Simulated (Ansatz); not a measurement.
An input for Ansatz 0.2.0 (BaTiO3 (Pm-3m)):

```yaml
crystal:
  lattice:
    - [4.006, 0.0, 0.0]
    - [0.0, 4.006, 0.0]
    - [0.0, 0.0, 4.006]
  atoms:
    - { symbol: Ba, position: [0.5, 0.5, 0.5] }
    - { symbol: Ti, position: [0.0, 0.0, 0.0] }
    - { symbol: O, position: [0.5, 0.0, 0.0] }
    - { symbol: O, position: [0.0, 0.5, 0.0] }
    - { symbol: O, position: [0.0, 0.0, 0.5] }
kpoints:
  mp_grid: { grid: [4, 4, 4] }
hamiltonian:
  xc: pbe
  pseudopotentials: { kind: paw, azcp: { folder: soft_1 } }
scf:
  occupations: { method: fixed }
gw:
  n_empty_bands: 758
  ecut_chi: 300
  qp_bands: [v2, c2]
  qp_kpoints: band_edges
  screening: { model: contour_deformation }
```

```sh
ansatz run input.yaml --threads 2 --pin off --max-ram 73728MiB --backend cuda --events-out ev --progress --plain --runs-dir out --devices 1 --max-vram 13GiB
```

Question: Estimate wall time and host memory on 1 × NVIDIA H100 80GB HBM3 (shared by 6 runs) with 2 threads of AMD EPYC 7R13 (Zen 3), shared host.

It took 23 s; on shared hardware allow 11 s to 45 s. Peak host memory was 2.1 GiB. The sizes that set the cost: 1237 plane waves a state, 10 irreducible k points, 778 bands summed, 751 plane waves in the screening and 8 SCF cycles.

The screening grows as filled bands × empty bands × pairs of k points, times the square of the screening basis for the matrix.

[Paths, hosts, dates, memory and timing lines, banners, echoed tables and standing remarks are left out of the program output.]

[Logs are printed without paths, hosts, clocks, repeated set-up lines and the standing remarks that a program may print on its own settings, such as how far it seeks lower states.]

[Runs of the session that timed out or met a known fault of the program may be left out.]

[Cells called generated may have been cut or substituted from an entry of the Crystallography Open Database or the Materials Project.]

[Hosts, paths, dates, database ids (printed as entryN), source tags and the programs' standing remarks are cut or masked in the printed files.]
